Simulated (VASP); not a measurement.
# CdO (Monteponite) (Fm-3m) in VASP: settings compared, part 2 of 2

VASP 6.6.1. The steps go on from the part before.

**3. Relaxation of cell and atoms, PBE+D3(BJ)**

This run uses another cell than the first one, of 13.31 Å³/atom, 1.026 times its volume.

Contents of INCAR:

```
PREC = Accurate
ENCUT = 600
EDIFF = 1E-7
ISMEAR = 0
SIGMA = 0.03
LREAL = False
LASPH = True
NELM = 80
ALGO = Normal
ISIF = 3
LWAVE = False
LCHARG = False
GGA = PE
IVDW = 12
IBRION = 2
NSW = 90
EDIFFG = -0.005
```

Contents of KPOINTS:

```
regular mesh
0
Gamma
  12 12 12
```

Contents of POSCAR:

```
CdO                                     
1.0
    0.0000000000      2.3699812812      2.3699812812
    2.3699812812      0.0000000000      2.3699812812
    2.3699812812      2.3699812812      0.0000000000
  Cd              O             
     1     1
Direct
     0.0000000000000000    0.0000000000000000    0.0000000000000000
     0.5000000000000000    0.5000000000000000    0.5000000000000000
```

Potentials or basis: VASP PAW PBE potentials, release 64 (Cd, O).

Started as:

```console
$ cat potpaw_PBE.64/Cd/POTCAR potpaw_PBE.64/O/POTCAR > POTCAR
$ mpirun -np 1 vasp_std > vasp.out
```

OUTCAR:

```text
PREC = Accurate
   ENCUT = 600
   EDIFF = 1E-7
   ISMEAR = 0
   LREAL = False
   LASPH = True
   NELM = 80
   ISIF = 3
   GGA = PE
   IVDW = 12
   IBRION = 2
   NSW = 90
   EDIFFG = -0.005
 IVDW          = 12

 ion  position               nearest neighbor table
   1  0.000  0.000  0.000-   2 2.37   2 2.37   2 2.37   2 2.37   2 2.37   2 2.37
   2  0.500  0.500  0.500-   1 2.37   1 2.37   1 2.37   1 2.37   1 2.37   1 2.37

  LATTYP: Found a face centered cubic cell.
 ALAT       =     4.7399625624

  Lattice vectors:

 A1 = (   0.0000000000,   2.3699812812,   2.3699812812)
 A2 = (   2.3699812812,   0.0000000000,   2.3699812812)
 A3 = (   2.3699812812,   2.3699812812,   0.0000000000)

Analysis of symmetry for initial positions (statically):
=====================================================================
 Subroutine PRICEL returns:
 Original cell was already a primitive cell.

 Routine SETGRP: Setting up the symmetry group for a
 face centered cubic supercell.

 Subroutine GETGRP returns: Found 48 space group operations
[... 180 lines left out ...]
      5      -4.5755      2.00000
      6      -4.5755      2.00000
      7       0.5629      2.00000
      8       0.5629      2.00000
      9       0.5629      2.00000
     10       1.3186      2.00000
     11      16.7468      0.00000
     12      18.6495      0.00000
     13      18.6495      0.00000
[... 354 lines left out ...]
  band No.  band energies     occupation
      1     -14.6536      2.00000
      2      -5.5131      2.00000
      3      -5.2731      2.00000
      4      -5.1813      2.00000
      5      -4.3695      2.00000
      6      -4.3457      2.00000
      7      -1.8346      2.00000
      8       0.6481      2.00000
      9       1.5576      2.00000
     10       7.4290      0.00000
     11       8.6162      0.00000
     12      12.0165      0.00000
     13      13.9768      0.00000

 [... further k-points ...]

------------------------ aborting loop because EDIFF is reached ----------------------------------------

 Edisp (eV)   -0.57287

 E8    (eV) :    -0.2301

  FORCE on cell =-STRESS in cart. coord.  units (eV):
  Direction    XX          YY          ZZ          XY          YZ          ZX
  --------------------------------------------------------------------------------------
  -------------------------------------------------------------------------------------
  Total      -0.00169    -0.00169    -0.00169     0.00000     0.00000     0.00000
  in kB      -0.10188    -0.10188    -0.10188     0.00000     0.00000     0.00000
  external pressure =       -0.10 kB  Pullay stress =        0.00 kB

 VOLUME and BASIS-vectors are now :
 -----------------------------------------------------------------------------
  energy-cutoff  :      600.00
  volume of cell :       26.62
      direct lattice vectors                 reciprocal lattice vectors
     0.000000000  2.369981281  2.369981281    -0.210972130  0.210972130  0.210972130
     2.369981281  0.000000000  2.369981281     0.210972130 -0.210972130  0.210972130
     2.369981281  2.369981281  0.000000000     0.210972130  0.210972130 -0.210972130

 POSITION                                       TOTAL-FORCE (eV/Angst)
 -----------------------------------------------------------------------------------
      0.00000      0.00000      0.00000         0.000000      0.000000      0.000000
      2.36998      2.36998      2.36998        -0.000000     -0.000000     -0.000000
 -----------------------------------------------------------------------------------
    total drift:                                0.000000      0.000000      0.000000

  FREE ENERGIE OF THE ION-ELECTRON SYSTEM (eV)
  ---------------------------------------------------
  free  energy   TOTEN  =        -8.2950333047 eV

  energy  without entropy=       -8.2949867649  energy(sigma->0) =       -8.29501003

 reached required accuracy - stopping structural energy minimisation
```

OSZICAR:

```text
N       E                     dE             d eps       ncg     rms          rms(c)
DAV:   1     0.129043991366E+03    0.12904E+03   -0.11669E+04  1960   0.159E+03
DAV:   2    -0.476909703404E+01   -0.13381E+03   -0.12376E+03  2097   0.352E+02
DAV:   3    -0.952776992996E+01   -0.47587E+01   -0.47410E+01  2007   0.733E+01
DAV:   4    -0.954339965384E+01   -0.15630E-01   -0.15629E-01  2047   0.425E+00
DAV:   5    -0.954344393908E+01   -0.44285E-04   -0.44285E-04  2032   0.211E-01    0.102E+01
DAV:   6    -0.778725102139E+01    0.17562E+01   -0.61484E+00  2508   0.467E+01    0.897E+00
DAV:   7    -0.774228689633E+01    0.44964E-01   -0.76933E-01  1872   0.100E+01    0.450E+00
DAV:   8    -0.772587281735E+01    0.16414E-01   -0.10416E-01  1952   0.342E+00    0.715E-01
DAV:   9    -0.772202500558E+01    0.38478E-02   -0.10536E-02  2061   0.120E+00    0.106E-01
DAV:  10    -0.772213267949E+01   -0.10767E-03   -0.88601E-04  1897   0.380E-01    0.449E-02
DAV:  11    -0.772217464708E+01   -0.41968E-04   -0.93479E-05  1937   0.103E-01    0.285E-02
DAV:  12    -0.772216838078E+01    0.62663E-05   -0.22972E-05  1902   0.524E-02    0.885E-03
DAV:  13    -0.772216830399E+01    0.76789E-07   -0.99632E-07  1962   0.122E-02
   1 F= -.82950333E+01 E0= -.82950100E+01  d E =-.829503E+01
```

It took 23 s on 1 thread of AMD EPYC 7R13 (Zen 3), shared host; peak memory 0.16 GiB.

Results:

* Free energy: -8.2950 eV
* Pressure after relaxing: 0.0 GPa
* Band gap on the k mesh: none (metal or under the smearing width)
* Dispersion energy per atom: -0.286 eV

Final structure:
```
Cd O
1.0
     0.00000    2.36998    2.36998
     2.36998    0.00000    2.36998
     2.36998    2.36998    0.00000
Cd O
1 1
Direct
  0.00000 0.00000 0.00000
  0.50000 0.50000 0.50000
```

Caveat: the relaxation stopped at its first step, so nothing moved; pairwise dispersion overbinds metals, which lowers pressure and volume; this crystal is a semiconductor, whose small gap the functional closes, so the metal is an error of the method.

**4. Relaxation of cell and atoms, PBEsol**

Contents of INCAR:

```
SYSTEM = CdO
PREC     = Accurate       ! precision mode
ENCUT    = 600            ! plane-wave cutoff, eV
EDIFF    = 1E-6           ! SCF threshold, eV
ISMEAR   = 0              ! smearing method
SIGMA    = 0.03           ! smearing width, eV
LREAL    = .False.        ! projectors in reciprocal space
LASPH    = .True.         ! aspherical terms in the spheres
NELM     = 80             ! most SCF steps
ALGO     = Normal         ! electronic algorithm
ISIF     = 3              ! what is computed and relaxed
LWAVE    = .False.        ! write WAVECAR
LCHARG   = .False.        ! write CHGCAR
GGA      = PS             ! functional
IBRION   = 2              ! ionic algorithm
NSW      = 90             ! ionic steps
EDIFFG   = -0.01          ! ionic threshold
KPAR     = 4
```

Contents of KPOINTS:

```
regular mesh
0
Gamma
  12 12 12
  0 0 0
```

Contents of POSCAR:

```
CdO
1.0
    0.0000000000      2.3495000000      2.3495000000
    2.3495000000      0.0000000000      2.3495000000
    2.3495000000      2.3495000000      0.0000000000
Cd O
1 1
Direct
    0.0000000000      0.0000000000      0.0000000000
    0.5000000000      0.5000000000      0.5000000000
```

Started as:

```console
$ cat potpaw_PBE.64/Cd/POTCAR potpaw_PBE.64/O/POTCAR > POTCAR
$ mpirun -np 4 vasp_std > vasp.out
```

It took 11 s on 4 MPI ranks of Intel Xeon 6975P-C (Granite Rapids), shared host; peak memory 0.18 GiB.

It converged, with:

* Free energy: -8.5055 eV
* Relaxed volume: 13.02 Å³/atom
* Relaxed cell: a = 3.327 Å, b = 3.327 Å, c = 3.327 Å, α = 60.00°, β = 60.00°, γ = 60.00°
* Space group after relaxing (to 0.05 Å): Fm-3m (No. 225)
* Energy gained by relaxing: 0.1 meV/atom
* Ionic steps: 3
* Pressure after relaxing: 0.0 GPa
* Band gap on the k mesh: none (metal or under the smearing width)

The path:
```tsv
step	energy change (eV)	largest force (eV/Å)	pressure (GPa)	volume (Å³)
1	0.0000	0.0000	0.53	25.94
2	-0.0001	0.0000	-0.36	26.10
3	-0.0002	0.0000	0.00	26.04
```

Final structure:
```
Cd O
1.0
     0.00000    2.35240    2.35240
     2.35240    0.00000    2.35240
     2.35240    2.35240    0.00000
Cd O
1 1
Direct
  0.00000 0.00000 0.00000
  0.50000 0.50000 0.50000
```

Levels at points of the mesh, in eV from the Fermi level:
```csv
k point,band 6,band 7,band 8,band 9,band 10,band 11,band 12,band 13
"(0.00, 0.00, 0.00)",-6.38,-1.37,-1.37,-1.37,-0.57,14.74,16.83,16.83
"(0.50, 0.00, 0.00)",-6.12,-3.85,-0.03,-0.03,4.26,7.19,11.76,11.76
"(0.50, 0.50, 0.00)",-5.67,-4.42,-2.36,-2.36,3.73,8.40,11.02,13.17
```

Caveat: the PAW data sets were made with another functional, which shifts forces and pressure a little; this crystal is a semiconductor, whose small gap the functional closes, so the metal is an error of the method. Zero-point motion and thermal expansion aren't in these numbers.

**5. Relaxation of cell and atoms, PBEsol**

This run uses another cell than the first one, of 13.02 Å³/atom, 1.004 times its volume.

INCAR, as its differences from that of step 4:

```diff
@@ -3,3 +3,3 @@
 ENCUT    = 600            ! plane-wave cutoff, eV
-EDIFF    = 1E-6           ! SCF threshold, eV
+EDIFF    = 1E-7           ! SCF threshold, eV
 ISMEAR   = 0              ! smearing method
@@ -16,3 +16,3 @@
 NSW      = 90             ! ionic steps
-EDIFFG   = -0.01          ! ionic threshold
+EDIFFG   = -0.005         ! ionic threshold
 KPAR     = 4
```

KPOINTS is that of step 4.

Contents of POSCAR:

```
CdO                                     
1.0
   -0.0000000000      2.3523961157      2.3523961157
    2.3523961157     -0.0000000000      2.3523961157
    2.3523961157      2.3523961157      0.0000000000
  Cd              O             
     1     1
Direct
     0.0000000000000000    0.0000000000000000    0.0000000000000000
     0.5000000000000000    0.5000000000000000    0.5000000000000000
```

Started as:

```console
$ cat potpaw_PBE.64/Cd/POTCAR potpaw_PBE.64/O/POTCAR > POTCAR
$ mpirun -np 4 vasp_std > vasp.out
```

Run time: 5.7 s. Hardware: 4 MPI ranks of Intel Xeon 6975P-C (Granite Rapids), shared host; peak memory 0.17 GiB.

The run converged. Its results:

* Free energy: -8.5057 eV
* Pressure after relaxing: 0.0 GPa
* Band gap on the k mesh: none (metal or under the smearing width)

Final structure:
```
Cd O
1.0
     0.00000    2.35240    2.35240
     2.35240    0.00000    2.35240
     2.35240    2.35240    0.00000
Cd O
1 1
Cartesian
  0.0000 0.0000 0.0000
  2.3524 2.3524 2.3524
```

Levels at points of the mesh, in eV from the Fermi level:
| k point | band 7 | band 8 | band 9 | band 10 | band 11 | band 12 |
| --- | --- | --- | --- | --- | --- | --- |
| (0.00, 0.00, 0.00) | -1.37 | -1.37 | -1.37 | -0.57 | 14.74 | 16.83 |
| (0.50, 0.00, 0.00) | -3.85 | -0.03 | -0.03 | 4.26 | 7.19 | 11.76 |
| (0.50, 0.50, 0.00) | -4.42 | -2.36 | -2.36 | 3.73 | 8.40 | 11.02 |

Caveat: the relaxation stopped at its first step, so nothing moved; the PAW data sets were made with another functional, which shifts forces and pressure a little; this crystal is a semiconductor, whose small gap the functional closes, so the metal is an error of the method.

**6. Relaxation of cell and atoms, LDA**

Contents of INCAR:

```
SYSTEM = CdO
ALGO = Normal
EDIFF = 1E-6
EDIFFG = -0.01
ENCUT = 600
GGA = CA
IBRION = 2
ISIF = 3
ISMEAR = 0
LASPH = .TRUE.
LCHARG = .FALSE.
LREAL = .FALSE.
LWAVE = .FALSE.
NELM = 80
NSW = 90
PREC = Accurate
SIGMA = 0.03
```

Contents of KPOINTS:

```
k-points
0
G
  12 12 12
  0 0 0
```

Contents of POSCAR:

```
CdO
1.0
    0.0000000000      2.3495000000      2.3495000000
    2.3495000000      0.0000000000      2.3495000000
    2.3495000000      2.3495000000      0.0000000000
Cd O
1 1
Direct
    0.0000000000      0.0000000000      0.0000000000
    0.5000000000      0.5000000000      0.5000000000
```

Potentials or basis: VASP PAW LDA potentials, release 64 (Cd, O).

Started as:

```console
$ cat potpaw_LDA.64/Cd/POTCAR potpaw_LDA.64/O/POTCAR > POTCAR
$ mpirun -np 1 vasp_std > vasp.out
```

It took 77 s on 1 thread of Intel Xeon Platinum 8375C at 2.90GHz (Ice Lake), shared host; peak memory 0.17 GiB.

Results (log left out):

```
Free energy                            : -9.3439 eV
Relaxed volume                         : 12.59 Å³/atom
Relaxed cell                           : a = 3.290 Å, b = 3.290 Å, c = 3.290 Å, α = 60.00°, β = 60.00°, γ = 60.00°
Space group after relaxing (to 0.05 Å) : Fm-3m (No. 225)
Energy gained by relaxing              : 5.7 meV/atom
Ionic steps                            : 3
Pressure after relaxing                : 0.0 GPa
Band gap on the k mesh                 : none (metal or under the smearing width)
```

Step by step:
| step | energy change (eV) | largest force (eV/Å) | pressure (GPa) | volume (Å³) |
| --- | --- | --- | --- | --- |
| 1 | 0.0000 | 0.0000 | -4.57 | 25.94 |
| 2 | -0.0039 | 0.0000 | 4.06 | 24.57 |
| 3 | -0.0113 | 0.0000 | -0.04 | 25.17 |

Final structure:
```
Cd O
1.0
     0.00000    2.32608    2.32608
     2.32608    0.00000    2.32608
     2.32608    2.32608    0.00000
Cd O
1 1
Direct
  0.00000 0.00000 0.00000
  0.50000 0.50000 0.50000
```

Levels at points of the mesh, in eV from the Fermi level:
```
           k point  band 5  band 6  band 7  band 8  band 9  band 10  band 11  band 12  band 13
(0.00, 0.00, 0.00)   -6.45   -6.45   -1.52   -1.52   -1.52    -0.48    14.81    17.05    17.05
(0.50, 0.00, 0.00)   -6.16   -6.16   -3.95   -0.03   -0.03     4.27     7.34    11.81    11.81
(0.50, 0.50, 0.00)   -6.00   -5.62   -4.69   -2.55   -2.55     3.75     8.49    11.18    13.34
```

Caveat: this crystal is a semiconductor, whose small gap the functional closes, so the metal is an error of the method. Zero-point motion and thermal expansion aren't in these numbers.

**7. Summary**

```csv
level,potentials or basis,gap on the mesh (eV),pressure (GPa)
PBE+D3(BJ),"VASP PAW PBE potentials, release 64 (Cd, O)",none,0.0
PBEsol,"VASP PAW PBE potentials, release 64 (Cd, O)",none,0.0
LDA,"VASP PAW LDA potentials, release 64 (Cd, O)",none,0.0
```

Alike in all rows: task relaxation of cell and atoms; no spin polarisation; cell relaxed; k mesh 12 × 12 × 12; cutoff (eV) 600; smearing gaussian 0.03 eV.

Caveats: this crystal is a semiconductor, whose small gap the functional closes, so the metal is an error of the method; the relaxation stopped at its first step, so nothing moved (some runs); pairwise dispersion overbinds metals, which lowers pressure and volume (some runs); the PAW data sets were made with another functional, which shifts forces and pressure a little (some runs).

Total energies depend on the potentials used, so only differences within one code and one set of settings carry meaning.
